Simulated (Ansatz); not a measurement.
Input and output for HfO$_{2}$ (rutile type): DFT, PBE, all-electron PAW with datasets made for the crystal, scalar-relativistic (Ansatz 0.2.0). This run: the series' base cell.

The cell comes from a relaxation on PAW files under the same functional, begun from a prototype that needn't be the stable phase.

Command: `ansatz run input.yaml --threads 2 --pin off --max-ram 5120MiB --backend cpu --events-out ev --progress --plain --runs-dir out` It took 82 s on 2 threads of Intel(R) Xeon(R) Processor @ 2.50GHz (Skylake/Cascade Lake), with other jobs on the host, peak memory 1.3 GiB.

```yaml
crystal:
  lattice:
    - [4.880383666, 0.0, 0.0]
    - [0.0, 4.880383666, 0.0]
    - [0.0, 0.0, 3.2375948422]
  atoms:
    - { symbol: Hf, position: [0.0, 0.0, 0.0] }
    - { symbol: Hf, position: [0.5, 0.5, 0.5] }
    - { symbol: O, position: [0.3051892464, 0.3051892464, 0.0] }
    - { symbol: O, position: [0.6948107536, 0.6948107536, 0.0] }
    - { symbol: O, position: [0.8051892464, 0.1948107536, 0.5] }
    - { symbol: O, position: [0.1948107536, 0.8051892464, 0.5] }
kpoints:
  mp_grid: { grid: [7, 7, 11] }
scf:
  occupations: { method: fermi_dirac, width: 0.1 }
hamiltonian:
  xc: pbe
  pseudopotentials: { kind: all_electron, datasets: crystal }
output:
  forces: true
  stress: true
  eigenvalues: true
```

Output:

```
hamiltonian.pseudopotentials.datasets: crystal makes datasets for this crystal and solves the spheres of its atoms anew in each pass: cutoff 460.0 eV, the density's 1840.0 eV; for an error of 0.50 meV an atom under PBE, 3.0 meV for the cell; an energy difference from a run of another recipe may be off by several times the error for the cell, under r2SCAN by more, where some 0.1 meV an atom stays at smaller errors; O in spheres of 0.894 Å, 6 of its electrons in bands; Hf in spheres of 1.207 Å, 26 of its electrons in bands
Engine: ansatz 0.2.0
Pseudopotentials: kind: all_electron
Pseudopotential: Hf, paw, valence charge 26, recommended cutoff 460 eV (normal), crystal/all_electron/pbe/scalar/gaussian/Hf, Koelling and Harmon's equation, gaussian nucleus
Pseudopotential: O, paw, valence charge 6, recommended cutoff 460 eV (normal), crystal/all_electron/pbe/scalar/gaussian/O, Koelling and Harmon's equation, gaussian nucleus
Functional definition: PBE
  parameter kappa = 0.804
  parameter beta = 0.06672455060314922
  exchange = pbe_x(kappa = kappa, mu = beta*pi^2/3)
  correlation = pbe_c(beta = beta)
Crystal: 6 atoms, lattice volume = 77.114 Å³
Basis set: ecut = 460 eV, 1715 PW (Γ), exchange–correlation on 72×72×48 points (8 copies of the dense FFT grid, shifted against one another)
Bands: 46, of which v1, the nominal top of the filled ones, is band 38 counted from 1 (37 counted from 0)
Symmetry: 16 space group operations
Space group: P42/mnm (ITA 136), of the structure as read, at distance tolerance 4.3e-5 Å
k-points: 60 of 539
Non-local potential: Hf, projectors of the file, l = 0: 2, l = 1: 2, l = 2: 1, l = 3: 2
Non-local potential: O, projectors of the file, l = 0: 1, l = 1: 2
PAW form: soft (Blöchl's): semilocal exchange-correlation on the pseudo side does not see the compensation charge
PAW one-centre angular grid: Hf, 590 points (default); XC on its mesh's 1781 points in the sphere
PAW one-centre angular grid: O, 110 points (default); XC on its mesh's 1907 points in the sphere
Initial density: superposition of atomic densities (neutral atoms: chi_scale 0, normalization atom)
Initial wavefunctions: pseudopotential atomic-orbital guess
Functional: x = pbe(κ = 0.804, μ = 0.2195149727645171), c = pbe(β = 0.06672455060314922)
iter 1 solved again at ethr=4.03e-2 eV; its pass at ethr=1.00e-1 eV (dr2=3.06e1 eV) is discarded
SCF iter   1: F=—  HF=-828712.684146 eV  |F-HF|=—  |Δ(HF+E_count)|=         —  Δρ=2.00e-1  dr2=3.05e1  ethr=4.03e-2  ⟨swp⟩=2.0  Hψ=12903  notcnv=0
preconditioner: auto → Resta (q_TF=auto, 2.722 Å⁻¹)  ε∞=4.9  [insulator: Δε(μ)=7.126 eV  Ē_g=18.145 eV  σ=0.100 eV  W_gap=1.00  n_scr=30 (ndim 8)  ℏωp=35.9 eV  f_vac=0.002  D(μ)=0.00/eV (n_scr^D=0)  ε∞_Penn≈4.9]
iter 2 solved again at ethr=1.55e-3 eV; its pass at ethr=4.01e-2 eV (dr2=1.18e0 eV) is discarded
SCF iter   2: F=—  HF=-828704.959194 eV  |F-HF|=—  |Δ(HF+E_count)|=    7.72e0  Δρ=5.37e-2  dr2=1.17e0  ethr=1.55e-3  ⟨swp⟩=3.0  Hψ=12594  notcnv=0  defer=1
SCF iter   3: F=—  HF=-828704.731981 eV  |F-HF|=—  |Δ(HF+E_count)|=   2.27e-1  Δρ=3.08e-2  dr2=4.39e-1  ethr=1.55e-3  ⟨swp⟩=2.6  Hψ=5565  notcnv=0  defer=19
SCF iter   4: F=—  HF=-828704.747087 eV  |F-HF|=—  |Δ(HF+E_count)|=   1.51e-2  Δρ=9.63e-3  dr2=3.95e-2  ethr=5.78e-4  ⟨swp⟩=4.2  Hψ=6850  notcnv=0  defer=5
SCF iter   5: F=—  HF=-828704.737103 eV  |F-HF|=—  |Δ(HF+E_count)|=   9.98e-3  Δρ=3.35e-3  dr2=6.40e-3  ethr=5.20e-5  ⟨swp⟩=3.0  Hψ=7033  notcnv=0
SCF iter   6: F=—  HF=-828704.744292 eV  |F-HF|=—  |Δ(HF+E_count)|=   7.19e-3  Δρ=1.43e-3  dr2=1.63e-3  ethr=8.41e-6  ⟨swp⟩=3.4  Hψ=6038  notcnv=0
SCF iter   7: F=—  HF=-828704.744360 eV  |F-HF|=—  |Δ(HF+E_count)|=   6.80e-5  Δρ=3.79e-4  dr2=1.16e-4  ethr=2.14e-6  ⟨swp⟩=3.0  Hψ=6703  notcnv=0
SCF iter   8: F=—  HF=-828704.744439 eV  |F-HF|=—  |Δ(HF+E_count)|=   7.95e-5  Δρ=9.55e-5  dr2=1.01e-5  ethr=1.53e-7  ⟨swp⟩=3.5  Hψ=6051  notcnv=0
SCF iter   9: F=—  HF=-828704.744222 eV  |F-HF|=—  |Δ(HF+E_count)|=   2.17e-4  Δρ=3.04e-5  dr2=9.28e-7  ethr=1.33e-8  ⟨swp⟩=3.1  Hψ=5876  notcnv=0
SCF iter  10: F=-828704.744223 eV  HF=-828704.744223 eV  |F-HF|=9.31e-10  |Δ(HF+E_count)|=   4.67e-7  Δρ=7.42e-6  dr2=4.75e-8  ethr=1.22e-9  ⟨swp⟩=3.0  Hψ=6002  notcnv=0
SCF 1 converged in 10 iterations: F = -828704.744221 eV  dr2 = 4.75e-8
  Residual-converged pass: ⟨swp⟩=4.0  Hψ=7766  notcnv=0  max |occ|·‖R‖ = 6.6e-6 eV (tolerance 6.7e-6 eV)  dr2=5.03e-8  dr2_onsite=2.06e-8  max |Δocc| = 4.9e-13
  greatest PAW one-centre occupation: 0.996 electrons in one spin orbital (limit 2), on the Hf atom at site 0 (counted from 0), in its partial waves of l = 3
SCF converged after 10 iterations
Free energy (F): -828704.744221 eV
Harris-Foulkes:  -828704.744221 eV  (|F-HF|=9.31e-10)
Internal energy: -828704.744221 eV  (E = F + TS)
E sigma→0 (E₀):  -828704.744221 eV
Past the cutoff: the bands carry plane waves up to 1.75 times it, of which those up to 1.5 times it add -0.000227 eV an atom, each by itself; the spheres take 0.000159 eV an atom off the energy for waves past 1.75 times it
By the cutoff:   a pressure is off by up to 0.006 GPa (1.2 times the spheres' own share and the shells' term, over an atom's volume, and 0.004 GPa: a bound that held against runs at twice the plane waves)
Past the cutoffs: a stress includes 0.0019 GPa for waves and charges beyond them, in addition to the slope of what the spheres take
In the spheres:  the bands' charges fall short by 9.0e-7 e at most (sound up to 1e-3)
Fermi energy:    14.226848 eV
--- Per-component energies (eV) ---
  E_band       = -141.584358
  E_kinetic    = 1295.382421
  E_local      = -12799.708299  (includes V_loc(G=0)·N_el)
  E_nonlocal   = -2364.955052
  E_hartree    = 6072.903299
  E_xc         = -508.722335
  E_vxc        = -661.083626  (∫ρ·V_xc dr)
  E_paw        = -842455.545354  (= ΣΔE_a)
  E_vpaw       = -30223.297981  (= ΣTr[D̂ρ^β])
  E_ewald      = -10410.374384
  E_smearing   = -0.000000  (= −TS)
  E_closure    = 32466.275482  (closes the sum)
  Σ components = -828704.744221   (vs F -828704.744221, Δ=0.00e0)
  The terms above E_closure are by the made datasets' own strengths, without shells solved beside the bands.
--- Forces (eV/Å), atoms counted from 1 ---
  atom   1  Hf     0.00000000    -0.00000000     0.00000000
  atom   2  Hf     0.00000000     0.00000000     0.00000000
  atom   3  O     -0.00001579    -0.00001579     0.00000000
  atom   4  O      0.00001579     0.00001579     0.00000000
  atom   5  O     -0.00001579     0.00001579     0.00000000
  atom   6  O      0.00001579    -0.00001579     0.00000000
  max |Σ_I F_I| component: 1.25e-19 eV/Å
--- Stress (GPa, compression-positive) ---
        0.063822       0.000000       0.000000
        0.000000       0.063822       0.000000
        0.000000       0.000000       0.085165
  P = ⅓ Tr σ = 0.0709 GPa (0.709 kbar)
--- Band table (eV; the first three rows and the last of 60) ---
  k-point 0: bands = ["-48.2501", "-48.2420", "-17.1709", "-17.1709", "-16.9123", "-16.9123", "-16.7973", "-16.7456", "-5.2751", "-4.5228", "-3.5245", "-3.5245", "1.8440", "1.8440", "1.8515", "1.8772", "1.8772", "1.8818", "1.8825", "1.8825", "1.9048", "1.9108", "1.9272", "1.9312", "2.0128", "2.0128", "6.8683", "7.3918", "8.1149", "8.8308", "8.8308", "10.4707", "10.4707", "10.7002", "11.6006", "11.8490", "11.8490", "12.2530", "16.1514", "16.3441", "17.3900"]
  k-point 1: bands = ["-48.2485", "-48.2407", "-17.1583", "-17.1583", "-16.9113", "-16.9113", "-16.8432", "-16.7947", "-5.1831", "-4.4570", "-3.5763", "-3.5763", "1.8461", "1.8461", "1.8543", "1.8786", "1.8786", "1.8823", "1.8826", "1.8826", "1.9035", "1.9090", "1.9259", "1.9265", "2.0057", "2.0057", "7.0012", "7.4922", "8.1984", "8.8144", "8.8144", "10.4586", "10.5753", "10.5753", "11.2970", "11.7450", "11.7450", "12.2052", "16.3264", "16.6088", "17.3275"]
  k-point 2: bands = ["-48.2441", "-48.2373", "-17.1235", "-17.1235", "-16.9638", "-16.9236", "-16.9094", "-16.9094", "-4.9336", "-4.2865", "-3.7141", "-3.7141", "1.8522", "1.8522", "1.8633", "1.8816", "1.8816", "1.8819", "1.8836", "1.8836", "1.9000", "1.9041", "1.9144", "1.9259", "1.9873", "1.9873", "7.3737", "7.7627", "8.4448", "8.8112", "8.8112", "9.8815", "10.6106", "10.8080", "10.8080", "11.4576", "11.4576", "12.0414", "16.7310", "17.1824", "17.1969"]
  k-point 59: bands = ["-48.2282", "-48.2281", "-17.3271", "-17.3222", "-16.9791", "-16.9734", "-16.9386", "-16.9376", "-4.2988", "-4.1976", "-3.8764", "-3.7699", "1.8729", "1.8747", "1.8796", "1.8809", "1.8822", "1.8842", "1.8907", "1.8919", "1.8927", "1.8934", "1.9160", "1.9273", "1.9364", "1.9507", "8.0342", "8.2604", "8.4140", "8.6063", "9.1790", "9.3430", "10.2765", "10.3084", "11.1694", "11.2288", "11.6906", "11.7346", "17.0616", "17.3370", "17.9000"]
```

Next run (volume at 0.72 of the series' base cell), as changes to the input before:

```diff
   lattice:
-    - [4.880383666, 0.0, 0.0]
-    - [0.0, 4.880383666, 0.0]
-    - [0.0, 0.0, 3.2375948422]
+    - [4.2627835754, 0.0, 0.0]
+    - [0.0, 4.2627835754, 0.0]
+    - [0.0, 0.0, 3.055458281]
   atoms:
-    - { symbol: O, position: [0.3051892464, 0.3051892464, 0.0] }
-    - { symbol: O, position: [0.6948107536, 0.6948107536, 0.0] }
-    - { symbol: O, position: [0.8051892464, 0.1948107536, 0.5] }
-    - { symbol: O, position: [0.1948107536, 0.8051892464, 0.5] }
+    - { symbol: O, position: [0.3077353101, 0.3077353101, 0.0] }
+    - { symbol: O, position: [0.6922646899, 0.6922646899, 0.0] }
+    - { symbol: O, position: [0.8077353101, 0.1922646899, 0.5] }
+    - { symbol: O, position: [0.1922646899, 0.8077353101, 0.5] }
 kpoints:
```

Command: `ansatz run input.yaml --threads 2 --pin off --max-ram 5120MiB --backend cpu --events-out ev --progress --plain --runs-dir out` It took 79 s on 2 threads of Intel(R) Xeon(R) Processor @ 2.50GHz (Skylake/Cascade Lake), with other jobs on the host, peak memory 1.3 GiB.

Results part of the output:

```
SCF 1 converged in 10 iterations: F = -828697.947070 eV  dr2 = 1.13e-8
  Residual-converged pass: ⟨swp⟩=3.8  Hψ=6755  notcnv=0  max |occ|·‖R‖ = 6.7e-6 eV (tolerance 6.7e-6 eV)  dr2=1.17e-8  dr2_onsite=5.82e-9  max |Δocc| = 5.3e-15
  greatest PAW one-centre occupation: 0.991 electrons in one spin orbital (limit 2), on the Hf atom at site 0 (counted from 0), in its partial waves of l = 3
SCF converged after 10 iterations
Free energy (F): -828697.947070 eV
Harris-Foulkes:  -828697.947070 eV  (|F-HF|=4.66e-9)
Internal energy: -828697.947070 eV  (E = F + TS)
E sigma→0 (E₀):  -828697.947070 eV
Past the cutoff: the bands carry plane waves up to 1.75 times it, of which those up to 1.5 times it add -0.000174 eV an atom, each by itself; the spheres take 0.000180 eV an atom off the energy for waves past 1.75 times it
By the cutoff:   a pressure is off by up to 0.008 GPa (1.2 times the spheres' own share and the shells' term, over an atom's volume, and 0.004 GPa: a bound that held against runs at twice the plane waves)
Past the cutoffs: a stress includes 0.0020 GPa for waves and charges beyond them, in addition to the slope of what the spheres take
In the spheres:  the bands' charges fall short by 4.6e-7 e at most (sound up to 1e-3)
Fermi energy:    21.466230 eV
--- Per-component energies (eV) ---
  E_band       = 412.395479
  E_kinetic    = 1890.912061
  E_local      = -12946.965504  (includes V_loc(G=0)·N_el)
  E_nonlocal   = -676.462818
[... lines left out ...]
--- Forces (eV/Å), atoms counted from 1 ---
  atom   1  Hf     0.00000000    -0.00000000     0.00000000
  atom   2  Hf     0.00000000     0.00000000     0.00000000
  atom   3  O     -0.00937579    -0.00937579     0.00000000
  atom   4  O      0.00937579     0.00937579     0.00000000
  atom   5  O     -0.00937579     0.00937579     0.00000000
  atom   6  O      0.00937579    -0.00937579     0.00000000
  max |Σ_I F_I| component: 3.47e-18 eV/Å
--- Stress (GPa, compression-positive) ---
      132.666538       0.000000       0.000000
        0.000000     132.666538       0.000000
        0.000000       0.000000     132.952739
  P = ⅓ Tr σ = 132.7619 GPa (1327.619 kbar)
--- Band table (eV; the first three rows and the last of 60) ---
  k-point 0: bands = ["-40.0595", "-40.0007", "-10.0853", "-10.0853", "-9.0895", "-9.0895", "-9.0365", "-8.7689", "-0.2233", "0.6939", "3.6138", "3.6138", "10.1767", "10.1801", "10.1801", "10.3314", "10.3314", "10.3337", "10.3950", "10.3950", "10.4052", "10.4343", "10.4496", "10.4704", "10.6668", "10.6668", "12.0795", "12.1420", "12.4431", "13.8745", "13.8745", "16.9159", "16.9159", "17.2397", "18.3716", "18.5892", "19.1522", "19.1522", "23.5730", "24.0864", "25.4929"]
  k-point 1: bands = ["-40.0543", "-39.9979", "-10.0538", "-10.0538", "-9.1614", "-9.0892", "-9.0892", "-8.9154", "-0.0107", "0.8683", "3.4756", "3.4756", "10.1786", "10.1852", "10.1852", "10.3186", "10.3325", "10.3325", "10.3969", "10.3969", "10.4002", "10.4204", "10.4436", "10.4450", "10.6308", "10.6308", "12.2821", "12.3041", "12.5589", "14.0053", "14.0053", "16.9236", "16.9382", "16.9382", "18.0113", "18.4743", "19.0682", "19.0682", "23.9180", "24.2783", "25.4040"]
  k-point 2: bands = ["-40.0402", "-39.9906", "-9.9657", "-9.9657", "-9.4761", "-9.2812", "-9.0910", "-9.0910", "0.5393", "1.3123", "3.1186", "3.1186", "10.1887", "10.1999", "10.1999", "10.2868", "10.3353", "10.3353", "10.3866", "10.3885", "10.3940", "10.4023", "10.4023", "10.4407", "10.5532", "10.5532", "12.7278", "12.8396", "12.8937", "14.2861", "14.2861", "16.1572", "17.0147", "17.0147", "17.2116", "18.1166", "18.8694", "18.8694", "24.6519", "24.6692", "25.2477"]
  k-point 59: bands = ["-39.9801", "-39.9797", "-10.3473", "-10.3016", "-9.6579", "-9.5946", "-9.1667", "-9.1636", "1.5875", "1.9745", "2.5667", "2.9760", "10.2645", "10.2672", "10.2876", "10.3053", "10.3239", "10.3432", "10.3517", "10.3601", "10.3730", "10.3848", "10.4073", "10.4127", "10.4338", "10.4430", "13.1143", "13.3738", "14.2963", "14.5966", "15.0977", "15.2473", "17.0879", "17.2485", "17.7208", "17.7466", "18.4697", "18.4919", "24.8725", "25.2297", "25.9342"]
```

Next run (volume at 0.62 of the series' base cell), as changes to the input before:

```diff
   lattice:
-    - [4.2627835754, 0.0, 0.0]
-    - [0.0, 4.2627835754, 0.0]
-    - [0.0, 0.0, 3.055458281]
+    - [3.9717317771, 0.0, 0.0]
+    - [0.0, 3.9717317771, 0.0]
+    - [0.0, 0.0, 3.0308350127]
   atoms:
-    - { symbol: O, position: [0.3077353101, 0.3077353101, 0.0] }
-    - { symbol: O, position: [0.6922646899, 0.6922646899, 0.0] }
-    - { symbol: O, position: [0.8077353101, 0.1922646899, 0.5] }
-    - { symbol: O, position: [0.1922646899, 0.8077353101, 0.5] }
+    - { symbol: O, position: [0.3135579535, 0.3135579535, 0.0] }
+    - { symbol: O, position: [0.6864420465, 0.6864420465, 0.0] }
+    - { symbol: O, position: [0.8135579535, 0.1864420465, 0.5] }
+    - { symbol: O, position: [0.1864420465, 0.8135579535, 0.5] }
 kpoints:
```

Command: `ansatz run input.yaml --threads 2 --pin off --max-ram 5120MiB --backend cpu --events-out ev --progress --plain --runs-dir out` It took 87 s on 2 threads of Intel(R) Xeon(R) Processor @ 2.50GHz (Skylake/Cascade Lake), on a shared host, peak memory 1.3 GiB.

Results part of the output:

```
SCF 1 converged in 10 iterations: F = -828688.876999 eV  dr2 = 1.02e-8
  Residual-converged pass: ⟨swp⟩=3.6  Hψ=6044  notcnv=0  max |occ|·‖R‖ = 6.6e-6 eV (tolerance 6.7e-6 eV)  dr2=1.02e-8  dr2_onsite=4.25e-9  max |Δocc| = 1.1e-12
  greatest PAW one-centre occupation: 0.988 electrons in one spin orbital (limit 2), on the Hf atom at site 0 (counted from 0), in its partial waves of l = 3
SCF converged after 10 iterations
Free energy (F): -828688.876999 eV
Harris-Foulkes:  -828688.876999 eV  (|F-HF|=4.66e-10)
Internal energy: -828688.876999 eV  (E = F + TS)
E sigma→0 (E₀):  -828688.876999 eV
Past the cutoff: the bands carry plane waves up to 1.75 times it, of which those up to 1.5 times it add -0.000148 eV an atom, each by itself; the spheres take 0.000161 eV an atom off the energy for waves past 1.75 times it
By the cutoff:   a pressure is off by up to 0.008 GPa (1.2 times the spheres' own share and the shells' term, over an atom's volume, and 0.004 GPa: a bound that held against runs at twice the plane waves)
Past the cutoffs: a stress includes 0.0026 GPa for waves and charges beyond them, in addition to the slope of what the spheres take
In the spheres:  the bands' charges fall short by 1.3e-7 e at most (sound up to 1e-3)
Fermi energy:    25.850468 eV
--- Per-component energies (eV) ---
  E_band       = 715.117265
  E_kinetic    = 2101.127302
  E_local      = -12641.507547  (includes V_loc(G=0)·N_el)
  E_nonlocal   = -125.524167
[... lines left out ...]
--- Forces (eV/Å), atoms counted from 1 ---
  atom   1  Hf     0.00000000    -0.00000000     0.00000000
  atom   2  Hf     0.00000000     0.00000000     0.00000000
  atom   3  O     -0.02597851    -0.02597851     0.00000000
  atom   4  O      0.02597851     0.02597851     0.00000000
  atom   5  O     -0.02597851     0.02597851     0.00000000
  atom   6  O      0.02597851    -0.02597851     0.00000000
  max |Σ_I F_I| component: 6.94e-18 eV/Å
--- Stress (GPa, compression-positive) ---
      255.803468       0.000000       0.000000
        0.000000     255.803468       0.000000
        0.000000       0.000000     256.561617
  P = ⅓ Tr σ = 256.0562 GPa (2560.562 kbar)
--- Band table (eV; the first three rows and the last of 60) ---
  k-point 0: bands = ["-35.8307", "-35.6971", "-6.6149", "-6.6149", "-5.2421", "-4.9512", "-4.9512", "-4.7047", "2.7276", "3.5457", "8.0114", "8.0114", "14.4928", "14.5304", "14.5304", "14.7495", "14.7495", "14.7958", "14.8430", "14.8680", "14.8821", "14.8821", "14.9282", "14.9298", "14.9627", "15.0067", "15.0087", "15.2940", "15.2940", "16.7042", "16.7042", "20.5077", "20.5077", "21.2404", "22.0450", "22.4588", "23.9775", "23.9775", "27.4435", "28.7174", "29.6862"]
  k-point 1: bands = ["-35.8228", "-35.6945", "-6.5759", "-6.5759", "-5.4192", "-4.9556", "-4.9556", "-4.9303", "3.0428", "3.8098", "7.8183", "7.8183", "14.4711", "14.5306", "14.5306", "14.6546", "14.7404", "14.7504", "14.7504", "14.7960", "14.8592", "14.8839", "14.8839", "14.9219", "15.1767", "15.1767", "15.2293", "15.2492", "15.3414", "17.0166", "17.0166", "20.4731", "20.4731", "20.8852", "21.8868", "22.0713", "23.9107", "23.9107", "27.7971", "28.8875", "29.8494"]
  k-point 2: bands = ["-35.8009", "-35.6881", "-6.4662", "-6.4662", "-5.8503", "-5.4686", "-4.9715", "-4.9715", "3.8284", "4.4753", "7.3355", "7.3355", "14.4492", "14.5333", "14.5333", "14.5520", "14.6840", "14.7065", "14.7531", "14.7531", "14.8342", "14.8894", "14.8894", "14.9275", "15.0105", "15.0105", "15.6606", "15.7084", "15.9841", "17.5767", "17.5767", "20.0155", "20.4907", "20.4907", "21.2250", "21.4162", "23.7525", "23.7525", "28.4959", "29.1607", "29.8169"]
  k-point 59: bands = ["-35.6966", "-35.6957", "-6.9758", "-6.8753", "-6.1281", "-5.9859", "-5.1508", "-5.1416", "5.2537", "5.9089", "6.4811", "7.1547", "14.5527", "14.5627", "14.6394", "14.6588", "14.7210", "14.7476", "14.7692", "14.7936", "14.7994", "14.8229", "14.8404", "14.8431", "14.9177", "14.9202", "16.0611", "16.2894", "17.9077", "18.2101", "18.6367", "18.7542", "20.6314", "20.8624", "22.2417", "22.2515", "22.7337", "22.9314", "29.1359", "29.4641", "29.5096"]
```

Spin–orbit coupling is left out, which matters for the heavy atoms. The structure type is held throughout; the real material can change phase at far lower pressure.
